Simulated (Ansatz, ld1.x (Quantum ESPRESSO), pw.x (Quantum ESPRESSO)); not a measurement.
**What a changed setting does to a pw.x run (sc Cs)**

Potential: PAW, ld1.x (Quantum ESPRESSO) 7.5, PBE; core [Kr] 4d10, reference 5s2 5p6 5d0 6s1 6p0; waves: 5s (bound): rcut 2.70, rcutus 3.20 bohr; 6s (bound): rcut 2.70, rcutus 3.20 bohr; 5p (bound): rcut 3.15, rcutus 4.15 bohr; 6p (bound, empty): rcut 3.15, rcutus 4.15 bohr; 5d (bound, empty): rcut 3.50, rcutus 4.60 bohr; 5d channel at 0.45 Ry: rcut 3.50, rcutus 4.60 bohr; local part: all-electron potential smoothed inside 3.15 bohr (lloc = -2); core correction: Bessel-smoothed model core inside 3.20 bohr; augmentation: BESSEL, radius 2.60 bohr.

The reference run (k-mesh 8³, cutoffs 40/320 Ry, Fermi–Dirac 0.01 Ry, mixing_beta 0.4, conv_thr 1e-9, no spin) gives -0.02 GPa at 127.569 Å³/atom, where all-electron LAPW gives -0.00 GPa. This run, with its own iteration cap, changes nbnd to 17.

```
&control
  calculation='scf', prefix='x', pseudo_dir='./', outdir='./tmp', tstress=.true., disk_io='none'
/
&system
  ibrav=0, nat=1, ntyp=1, ecutwfc=40, ecutrho=320, nbnd=17,
  occupations='smearing', smearing='fd', degauss=0.01
/
&electrons
  conv_thr=1e-09, mixing_beta=0.4, electron_maxstep=70
/
ATOMIC_SPECIES
Cs 1.0 Cs.UPF
CELL_PARAMETERS angstrom
  5.03402132 0.00000000 0.00000000
  0.00000000 5.03402132 0.00000000
  0.00000000 0.00000000 5.03402132
ATOMIC_POSITIONS crystal
Cs 0.0000 0.0000 0.0000
K_POINTS automatic
8 8 8 0 0 0
```

```bash
pw.x < Cs.scf.in > Cs.scf.out
```

Question: How does the run end?

Answer: It converges in 10 iterations; the free energy moves by +0.0 meV/atom and the pressure by +0.00 GPa. The result is that of the reference run.

```
Message from routine setup:
     using ibrav=0 with symmetry is DISCOURAGED, use correct ibrav instead
     lattice parameter (alat)  =       9.5129  a.u.
     unit-cell volume          =     860.8783 (a.u.)^3
     number of electrons       =         9.00
     number of Kohn-Sham states=           17
     kinetic-energy cutoff     =      40.0000  Ry
     charge density cutoff     =     320.0000  Ry
     scf convergence threshold =      1.0E-09
     Exchange-correlation= SLA  PW   PBX  PBC
     number of k points=    35  Fermi-Dirac smearing, width (Ry)=  0.0100
     iteration #  1     ecut=    40.00 Ry     beta= 0.40
     total energy              =    -415.75704728 Ry
     estimated scf accuracy    <       0.00784344 Ry
     iteration #  2     ecut=    40.00 Ry     beta= 0.40
     total energy              =    -415.75648669 Ry
     estimated scf accuracy    <       0.00200185 Ry
     iteration #  3     ecut=    40.00 Ry     beta= 0.40
     total energy              =    -415.75666104 Ry
     estimated scf accuracy    <       0.00010363 Ry
     [... 4 iterations left out ...]
     iteration #  8     ecut=    40.00 Ry     beta= 0.40
     total energy              =    -415.75671208 Ry
     estimated scf accuracy    <       0.00000356 Ry
     iteration #  9     ecut=    40.00 Ry     beta= 0.40
     total energy              =    -415.75671226 Ry
     estimated scf accuracy    <       0.00000062 Ry
     iteration # 10     ecut=    40.00 Ry     beta= 0.40
     the Fermi energy is     1.4731 ev
!    total energy              =    -415.75671227 Ry
     estimated scf accuracy    <          3.6E-10 Ry
     smearing contrib. (-TS)   =      -0.00534472 Ry
     The total energy is F=E-TS. E is the sum of the following terms:
     one-electron contribution =     -18.37357079 Ry
     hartree contribution      =      14.42898893 Ry
     xc contribution           =      -6.77981885 Ry
     ewald contribution        =     -24.15883421 Ry
     one-center paw contrib.   =    -380.86813263 Ry
     convergence has been achieved in  10 iterations
          total   stress  (Ry/bohr**3)                   (kbar)     P=       -0.19
     Message from routine punch:
     Nothing written, as per user request (disk_io='none')
```

The run took about 33 s on one core of a shared host (Neoverse-V2, 96 threads, 742 GiB, load 37).
